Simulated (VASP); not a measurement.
# CaO (Lime) (Fm-3m) in VASP: a series of runs, part 2 of 2

VASP 6.6.1. Earlier steps stand in the parts before.

### 5 Relaxation of the atoms, PBE (a relaxed cell with its volume scaled by 1.02)

INCAR reads:

```
SYSTEM = CaO
PREC = Accurate
ENCUT = 600
EDIFF = 1E-7
ISMEAR = 0
SIGMA = 0.03
LREAL = .False.
LASPH = .True.
NELM = 80
ALGO = Fast
ISIF = 2
LWAVE = .False.
LCHARG = .False.
GGA = PE
IBRION = 2
NSW = 40
EDIFFG = -0.01
```

KPOINTS reads:

```
Automatic mesh
0
Gamma
  10 10 10
  0 0 0
```

POSCAR reads:

```
CaO                                     
1.0
    0.0000000000      2.4349495411      2.4349495411
    2.4349495411      0.0000000000      2.4349495411
    2.4349495411      2.4349495411      0.0000000000
  Ca              O             
     1     1
Direct
     0.0000000000000000    0.0000000000000000    0.0000000000000000
     0.5000000000000000    0.5000000000000000    0.5000000000000000
```

Potentials or basis: VASP PAW PBE potentials, release 64 (Ca_sv, O).

Run with:

```
$ cat potpaw_PBE.64/Ca_sv/POTCAR potpaw_PBE.64/O/POTCAR > POTCAR
$ mpirun -np 1 vasp_std > vasp.out
```

OUTCAR:

```text
SYSTEM = CaO
   PREC = Accurate
   ENCUT = 600
   EDIFF = 1E-7
   ISMEAR = 0
   LREAL = .False.
   LASPH = .True.
   NELM = 80
   ISIF = 2
   GGA = PE
   IBRION = 2
   NSW = 40
   EDIFFG = -0.01

 ion  position               nearest neighbor table
   1  0.000  0.000  0.000-   2 2.43   2 2.43   2 2.43   2 2.43   2 2.43   2 2.43
   2  0.500  0.500  0.500-   1 2.43   1 2.43   1 2.43   1 2.43   1 2.43   1 2.43

  LATTYP: Found a face centered cubic cell.
 ALAT       =     4.8698990822

  Lattice vectors:

 A1 = (   0.0000000000,   2.4349495411,   2.4349495411)
 A2 = (   2.4349495411,   0.0000000000,   2.4349495411)
 A3 = (   2.4349495411,   2.4349495411,   0.0000000000)

Analysis of symmetry for initial positions (statically):
=====================================================================
 Subroutine PRICEL returns:
 Original cell was already a primitive cell.

 Routine SETGRP: Setting up the symmetry group for a
 face centered cubic supercell.

[... 179 lines left out ...]
      2     -16.4603      2.00000
      3     -16.4603      2.00000
      4     -16.4603      2.00000
      5     -13.3272      2.00000
      6       2.1299      2.00000
      7       2.1299      2.00000
      8       2.1299      2.00000
      9       6.5378      0.00000
     10       8.2571      0.00000
     11       8.2571      0.00000
     12       8.2571      0.00000
[... 331 lines left out ...]
 k-point    24 :       0.4000    0.3000    0.0000
  band No.  band energies     occupation
      1     -35.5795      2.00000
      2     -17.0106      2.00000
      3     -16.6341      2.00000
      4     -16.6110      2.00000
      5     -12.8631      2.00000
      6       0.4863      2.00000
      7       1.5861      2.00000
      8       1.6833      2.00000
      9       6.4149      0.00000
     10       9.4781      0.00000
     11      10.6839      0.00000
     12      10.8105      0.00000

 [... further k-points ...]

------------------------ aborting loop because EDIFF is reached ----------------------------------------

  FORCE on cell =-STRESS in cart. coord.  units (eV):
  Direction    XX          YY          ZZ          XY          YZ          ZX
  --------------------------------------------------------------------------------------
  -------------------------------------------------------------------------------------
  Total       -0.3648075     -0.3648075     -0.3648075     -0.0000000     -0.0000000      0.0000000
  in kB      -20.2429802    -20.2429802    -20.2429802     -0.0000000     -0.0000000      0.0000000
  external PRESSURE =     -20.2429802 kB  Pullay stress =       0.0000000 kB

 VOLUME and BASIS-vectors are now :
 -----------------------------------------------------------------------------
  energy-cutoff  :      600.00
  volume of cell :       28.87
      direct lattice vectors                 reciprocal lattice vectors
     0.000000000  2.434949541  2.434949541    -0.205343064  0.205343064  0.205343064
     2.434949541  0.000000000  2.434949541     0.205343064 -0.205343064  0.205343064
     2.434949541  2.434949541  0.000000000     0.205343064  0.205343064 -0.205343064

 POSITION                                       TOTAL-FORCE (eV/Angst)
 -----------------------------------------------------------------------------------
      0.00000      0.00000      0.00000        -0.000000      0.000000      0.000000
      2.43495      2.43495      2.43495         0.000000     -0.000000     -0.000000
 -----------------------------------------------------------------------------------
    total drift:                                0.000000      0.000000      0.000000

  FREE ENERGIE OF THE ION-ELECTRON SYSTEM (eV)
  ---------------------------------------------------
  free  energy   TOTEN  =       -12.8051146760 eV

  energy  without entropy=      -12.8051146760  energy(sigma->0) =      -12.80511468

 reached required accuracy - stopping structural energy minimisation
```

OSZICAR:

```text
N       E                     dE             d eps       ncg     rms          rms(c)
DAV:   1     0.140004336209E+03    0.14000E+03   -0.95166E+03  1128   0.152E+03
DAV:   2    -0.689617867781E+01   -0.14690E+03   -0.13771E+03  1284   0.348E+02
DAV:   3    -0.142577346605E+02   -0.73616E+01   -0.72977E+01  1444   0.813E+01
[... 16 lines left out ...]
RMM:  20    -0.128051123506E+02    0.22439E-04   -0.75918E-05  1359   0.792E-02    0.216E-02
RMM:  21    -0.128051139158E+02   -0.15652E-05   -0.24278E-05  1345   0.446E-02    0.188E-03
RMM:  22    -0.128051147971E+02   -0.88134E-06   -0.49380E-06  1456   0.176E-02    0.127E-03
RMM:  23    -0.128051146141E+02    0.18306E-06   -0.98917E-07  1270   0.821E-03    0.228E-03
RMM:  24    -0.128051146760E+02   -0.61944E-07   -0.43084E-07   989   0.439E-03
   1 F= -.12805115E+02 E0= -.12805115E+02  d E =-.128051E+02
```

CONTCAR:

```text
CaO
   1.00000000000000
     0.0000000000000000    2.4349495410999999    2.4349495410999999
     2.4349495410999999    0.0000000000000000    2.4349495410999999
     2.4349495410999999    2.4349495410999999    0.0000000000000000
  Ca              O
     1     1
Direct
     0.0000000000000000    0.0000000000000000    0.0000000000000000
     0.5000000000000000    0.5000000000000000    0.5000000000000000

  0.00000000E+00  0.00000000E+00  0.00000000E+00
  0.00000000E+00  0.00000000E+00  0.00000000E+00
```

Run time: 18 s. Hardware: 1 thread of Intel Xeon 6975P-C (Granite Rapids), shared host; peak memory 0.16 GiB.

What came out:

```
Free energy             : -12.8051 eV
Pressure after relaxing : -2.0 GPa
Band gap on the k mesh  : 3.64 eV, indirect (least direct gap 4.03 eV)
```

Final structure:
```yaml
crystal:
  lattice:
    - [0.00000, 2.43495, 2.43495]
    - [2.43495, 0.00000, 2.43495]
    - [2.43495, 2.43495, 0.00000]
  atoms:
    - { symbol: Ca, position: [0.00000, 0.00000, 0.00000] }
    - { symbol: O, position: [0.50000, 0.50000, 0.50000] }
```

Levels at points of the mesh, in eV from the valence-band top:
| k point | band 4 | band 5 | band 6 | band 7 | band 8 | band 9 | band 10 | band 11 | band 12 |
| --- | --- | --- | --- | --- | --- | --- | --- | --- | --- |
| (0.00, 0.00, 0.00) | -18.59 | -15.46 | 0.00 | 0.00 | 0.00 | 4.41 | 6.13 | 6.13 | 6.13 |
| (0.50, 0.00, 0.00) | -18.64 | -14.41 | -2.55 | -1.13 | -1.13 | 6.89 | 8.14 | 8.14 | 8.21 |
| (0.50, 0.50, 0.00) | -18.79 | -15.22 | -1.31 | -0.38 | -0.38 | 3.64 | 7.76 | 8.67 | 9.36 |

Caveat: the relaxation stopped at its first step, so nothing moved.

### 6 Relaxation of the atoms, PBE (a relaxed cell with its volume scaled by 1.04)

INCAR is that of step 5.

KPOINTS is that of step 5.

POSCAR reads:

```
CaO                                     
1.0
    0.0000000000      2.4507613448      2.4507613448
    2.4507613448      0.0000000000      2.4507613448
    2.4507613448      2.4507613448      0.0000000000
  Ca              O             
     1     1
Direct
     0.0000000000000000    0.0000000000000000    0.0000000000000000
     0.5000000000000000    0.5000000000000000    0.5000000000000000
```

Potentials or basis: VASP PAW PBE potentials, release 64 (Ca_sv, O).

Run with:

```
$ cat potpaw_PBE.64/Ca_sv/POTCAR potpaw_PBE.64/O/POTCAR > POTCAR
$ mpirun -np 1 vasp_std > vasp.out
```

Wall time 17 s (1 thread of Intel Xeon 6975P-C (Granite Rapids), shared host); peak memory 0.16 GiB.

It converged, with:

- Free energy: -12.7956 eV
- Pressure after relaxing: -3.8 GPa
- Band gap on the k mesh: 3.65 eV, indirect (least direct gap 4.03 eV)

Final structure:
```yaml
crystal:
  lattice:
    - [0.00000, 2.45076, 2.45076]
    - [2.45076, 0.00000, 2.45076]
    - [2.45076, 2.45076, 0.00000]
  atoms:
    - { symbol: Ca, position: [0.00000, 0.00000, 0.00000] }
    - { symbol: O, position: [0.50000, 0.50000, 0.50000] }
```

Levels at points of the mesh, in eV from the valence-band top:
```
           k point  band 4  band 5  band 6  band 7  band 8  band 9  band 10  band 11  band 12
(0.00, 0.00, 0.00)  -18.68  -15.42    0.00    0.00    0.00    4.26     6.08     6.08     6.08
(0.50, 0.00, 0.00)  -18.73  -14.45   -2.50   -1.09   -1.09    6.80     8.04     8.04     8.06
(0.50, 0.50, 0.00)  -18.87  -15.18   -1.32   -0.38   -0.38    3.65     7.62     8.57    10.29
```

Caveat: the relaxation stopped at its first step, so nothing moved. A k mesh can miss the band edges.

### 7 Overview

```csv
cell,gap on the mesh (eV),pressure (GPa)
atoms relaxed from: a relaxed cell with its volume scaled by 0.96,3.63,4.7
atoms relaxed from: a relaxed cell with its volume scaled by 0.98,3.64,2.2
atoms relaxed,3.64,0.0
atoms relaxed from: a relaxed cell with its volume scaled by 1.02,3.64,-2.0
atoms relaxed from: a relaxed cell with its volume scaled by 1.04,3.65,-3.8
```

Alike in all rows: task relaxation of the atoms; level PBE; potentials or basis VASP PAW PBE potentials, release 64 (Ca_sv, O); no spin polarisation; k mesh 10 × 10 × 10; cutoff (eV) 600; smearing gaussian 0.03 eV.

Caveats: the relaxation stopped at its first step, so nothing moved.

Absolute energies hang on the potentials; compare differences alone.
